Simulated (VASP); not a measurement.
Here is a VASP 6.6.1 calculation.

Contents of INCAR:

```
ALGO     = Normal         # electronic algorithm
EDIFF    = 1E-7           # SCF threshold, eV
EDIFFG   = -0.002         # ionic threshold
ENCUT    = 900            # plane-wave cutoff, eV
GGA      = PE             # functional
IBRION   = 2              # ionic algorithm
ISIF     = 3              # what is computed and relaxed
ISMEAR   = 0              # smearing method
LASPH    = True           # aspherical terms in the spheres
LCHARG   = False          # write CHGCAR
LREAL    = False          # projectors in reciprocal space
LWAVE    = False          # write WAVECAR
NELM     = 60             # most SCF steps
NSW      = 80             # ionic steps
PREC     = Accurate       # precision mode
SIGMA    = 0.1            # smearing width, eV
```

Contents of KPOINTS:

```
k-points
0
Gamma
  16 16 16
```

POSCAR

```
TaC                                     
1.0
   -0.0000000000      2.2388134467      2.2388134467
    2.2388134467     -0.0000000000      2.2388134467
    2.2388134467      2.2388134467      0.0000000000
  Ta              C             
     1     1
Direct
     0.0000000000000000    0.0000000000000000    0.0000000000000000
     0.5000000000000000    0.5000000000000000    0.5000000000000000
```

Potentials or basis: VASP PAW PBE potentials, release 64 (Ta_pv, C_h).

Launch:

```console
$ cat potpaw_PBE.64/Ta_pv/POTCAR potpaw_PBE.64/C_h/POTCAR > POTCAR
$ mpirun -np 1 vasp_std > vasp.out
```

(1) Predict the band gap on the k mesh.

## Answers

(1) none (metal or under the smearing width).
